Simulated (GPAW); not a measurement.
Input of a GPAW 26.7.0 run:

The input run.py:

```python
from ase import Atoms
from ase.dft.bandgap import bandgap
from ase.io import write
from ase.units import GPa
from gpaw import GPAW, PW

atoms = Atoms(['Cd', 'Cd', 'S', 'S'],
              cell=[[4.15, 0.0, 0.0],
                    [-2.075, 3.5940054257, 0.0],
                    [0.0, 0.0, 6.737]],
              scaled_positions=[[0.6666666667, 0.3333333333, 0.5],
                                [0.3333333333, 0.6666666667, 0.0],
                                [0.6666666667, 0.3333333333, 0.875],
                                [0.3333333333, 0.6666666667, 0.375]],
              pbc=True)

calc = GPAW(mode=PW(600),
            xc='PBE',
            kpts={'size': (7, 7, 4), 'gamma': True},
            occupations={'name': 'methfessel-paxton', 'order': 0, 'width': 0.02},
            nbands=31,
            convergence={'density': 1e-05, 'energy': 1e-05},
            maxiter=150,
            txt='gpaw.txt')
atoms.calc = calc
energy = atoms.get_potential_energy()
forces = atoms.get_forces()
stress = atoms.get_stress()
calc.write('gs.gpw')
write('result.traj', atoms)
print(f'Energy: {energy:.6f} eV')
print('Forces (eV/A):')
print(forces.round(4))
print('Stress (GPa):', (stress / GPa).round(3))
print('Fermi level:', round(calc.get_fermi_level(), 4), 'eV')
print(f'Gap: {bandgap(calc)[0]:.4f} eV, direct: {bandgap(calc, direct=True)[0]:.4f} eV')
```

Potentials or basis: GPAW PAW data sets (gpaw-data 1.2.1), pw.

Run with:

```bash
$ OMP_NUM_THREADS=1 python run.py
```

Problem. Estimate the band gap on the k mesh.

Solution. 1.18 eV, direct.

Problem. What does it give for the largest force?

Solution. 0.067 eV/Å.

Forces on the atoms (eV/Å):
```
Cd   0.000  0.000 -0.067
Cd   0.000  0.000 -0.067
S    0.000  0.000  0.067
S    0.000  0.000  0.067
```

**Experimental background.**

From “Isotope dependence of band-gap energy”, 2008, arxiv:0807.2152, for a bulk crystal of CdS: band gap 2.5809 ± 0.0002 eV.

A measured gap of CdS is 2.5809 eV (quoted in “Isotope dependence of band-gap energy”, 2008, arxiv:0807.2152); the calculated 1.18 eV misses it by -1.40 eV. So large a miss can be the level of theory's own, or it may mean another phase, state or a wrong row. Spin-orbit coupling on Cd is left out. The value is that of PBE, without temperature or zero-point motion. Semilocal functionals fall short of measured gaps as a rule.
